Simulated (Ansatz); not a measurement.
# Molecular dynamics of CaF₂

Input file:

```yaml
crystal:
  lattice:
    - [5.616035, 0.0, 0.0]
    - [0.0, 5.616035, 0.0]
    - [0.0, 0.0, 5.616035]
  atoms:
    - { symbol: Ca, position: [0.0, 0.0, 0.0] }
    - { symbol: F, position: [0.25, 0.25, 0.25] }
    - { symbol: F, position: [0.75, 0.75, 0.75] }
    - { symbol: Ca, position: [0.5, 0.5, 0.0] }
    - { symbol: F, position: [0.75, 0.75, 0.25] }
    - { symbol: F, position: [0.25, 0.25, 0.75] }
    - { symbol: Ca, position: [0.5, 0.0, 0.5] }
    - { symbol: F, position: [0.75, 0.25, 0.75] }
    - { symbol: F, position: [0.25, 0.75, 0.25] }
    - { symbol: Ca, position: [0.0, 0.5, 0.5] }
    - { symbol: F, position: [0.25, 0.75, 0.75] }
    - { symbol: F, position: [0.75, 0.25, 0.25] }
basis:
  ecutwfc: 420.0
kpoints:
  mp_grid: { grid: [3, 3, 3] }
hamiltonian:
  xc: pbesol
scf:
  occupations: { method: fermi_dirac, width: 0.17 }
  lower_state_search: "off"
md:
  timestep: 2
  n_steps: 200
  ensemble: nvt_langevin
  temperature: 2000.0
  initial_velocities: maxwell_boltzmann
  seed: 478407
  friction: 0.02
```

Launched with:

```bash
$ ansatz run input.yaml --threads 2 --pin off --max-ram 5120MiB --backend cpu --events-out ev --progress --plain --runs-dir out
```

It starts from a structure without forces on its atoms.

Output, in part (step lines):

```
md step     0: t =     0.00 fs  T =  1833.3 K  F+E_penalty+E_count = -13603.10409387 eV  E_kin = 2.843720 eV  (8 SCF iters)
md step     1: t =     2.00 fs  T =  1770.0 K  F+E_penalty+E_count = -13603.09182281 eV  E_kin = 2.745409 eV  (8 SCF iters)
md step     2: t =     4.00 fs  T =  1486.0 K  F+E_penalty+E_count = -13603.05791136 eV  E_kin = 2.304990 eV  (8 SCF iters)
md step     3: t =     6.00 fs  T =  1363.2 K  F+E_penalty+E_count = -13603.00564708 eV  E_kin = 2.114477 eV  (8 SCF iters)
md step     4: t =     8.00 fs  T =  1199.2 K  F+E_penalty+E_count = -13602.93677720 eV  E_kin = 1.860039 eV  (8 SCF iters)
md step     5: t =    10.00 fs  T =  1336.1 K  F+E_penalty+E_count = -13602.85426970 eV  E_kin = 2.072503 eV  (7 SCF iters)
md step     6: t =    12.00 fs  T =  1485.4 K  F+E_penalty+E_count = -13602.75836362 eV  E_kin = 2.304088 eV  (7 SCF iters)
md step     7: t =    14.00 fs  T =  1350.3 K  F+E_penalty+E_count = -13602.64585079 eV  E_kin = 2.094413 eV  (7 SCF iters)
[... lines left out ...]
md step   199: t =   398.00 fs  T =  2664.0 K  F+E_penalty+E_count = -13600.48147351 eV  E_kin = 4.132212 eV  (7 SCF iters)
md step   200: t =   400.00 fs  T =  2693.2 K  F+E_penalty+E_count = -13600.35250465 eV  E_kin = 4.177513 eV  (9 SCF iters)
```

The steps, from the saved trajectory:

```json
{"time (fs)": "0", "T (K)": "1833", "potential energy less start (eV)": "0.000"}
{"time (fs)": "12", "T (K)": "1485", "potential energy less start (eV)": "0.346"}
{"time (fs)": "24", "T (K)": "1569", "potential energy less start (eV)": "1.008"}
{"time (fs)": "36", "T (K)": "1356", "potential energy less start (eV)": "2.014"}
{"time (fs)": "48", "T (K)": "1327", "potential energy less start (eV)": "2.502"}
{"time (fs)": "60", "T (K)": "1163", "potential energy less start (eV)": "2.185"}
{"time (fs)": "72", "T (K)": "1999", "potential energy less start (eV)": "1.503"}
{"time (fs)": "84", "T (K)": "2154", "potential energy less start (eV)": "1.986"}
{"time (fs)": "96", "T (K)": "1480", "potential energy less start (eV)": "3.224"}
{"time (fs)": "108", "T (K)": "1041", "potential energy less start (eV)": "3.320"}
{"time (fs)": "120", "T (K)": "1562", "potential energy less start (eV)": "2.664"}
{"time (fs)": "132", "T (K)": "1181", "potential energy less start (eV)": "2.616"}
{"time (fs)": "144", "T (K)": "1429", "potential energy less start (eV)": "2.242"}
{"time (fs)": "156", "T (K)": "1876", "potential energy less start (eV)": "1.762"}
{"time (fs)": "168", "T (K)": "2006", "potential energy less start (eV)": "1.788"}
{"time (fs)": "180", "T (K)": "1404", "potential energy less start (eV)": "2.120"}
{"time (fs)": "192", "T (K)": "1636", "potential energy less start (eV)": "2.365"}
{"time (fs)": "204", "T (K)": "2111", "potential energy less start (eV)": "2.196"}
{"time (fs)": "216", "T (K)": "2185", "potential energy less start (eV)": "2.221"}
{"time (fs)": "228", "T (K)": "2232", "potential energy less start (eV)": "2.575"}
{"time (fs)": "240", "T (K)": "2274", "potential energy less start (eV)": "2.748"}
{"time (fs)": "252", "T (K)": "1162", "potential energy less start (eV)": "3.965"}
{"time (fs)": "264", "T (K)": "1615", "potential energy less start (eV)": "4.035"}
{"time (fs)": "276", "T (K)": "1596", "potential energy less start (eV)": "4.290"}
{"time (fs)": "288", "T (K)": "2611", "potential energy less start (eV)": "2.899"}
{"time (fs)": "300", "T (K)": "2886", "potential energy less start (eV)": "2.393"}
{"time (fs)": "312", "T (K)": "2707", "potential energy less start (eV)": "1.653"}
{"time (fs)": "324", "T (K)": "1853", "potential energy less start (eV)": "1.520"}
{"time (fs)": "336", "T (K)": "1568", "potential energy less start (eV)": "2.224"}
{"time (fs)": "348", "T (K)": "1266", "potential energy less start (eV)": "2.673"}
{"time (fs)": "360", "T (K)": "976", "potential energy less start (eV)": "3.589"}
{"time (fs)": "372", "T (K)": "2145", "potential energy less start (eV)": "3.073"}
{"time (fs)": "384", "T (K)": "3145", "potential energy less start (eV)": "2.868"}
{"time (fs)": "396", "T (K)": "2765", "potential energy less start (eV)": "2.550"}
```

The run went to its last step. A run of 0.4 ps of so small a system gives no equilibrium averages.

Mean squared displacements from the first frame to the last, about the centre of mass: Ca 0.15 Å², F 0.46 Å².

Last frame:

```xyz
12
Lattice="5.6160 0.0000 0.0000 0.0000 5.6160 0.0000 0.0000 0.0000 5.6160" Properties=species:S:1:pos:R:3
Ca -0.110 -0.570 0.109
F 1.806 1.765 2.157
F 4.561 3.797 3.849
Ca 2.878 2.487 -0.262
F 4.858 3.417 1.048
F 1.779 0.800 4.499
Ca 2.546 -0.582 3.026
F 4.399 1.102 4.324
F 1.718 4.890 1.207
Ca -0.309 2.162 2.638
F 1.533 3.826 4.484
F 4.293 0.897 1.354
```

Run time: 25 min on 2 threads of Arm Neoverse V1, with other jobs on the host, peak memory 0.59 GiB.
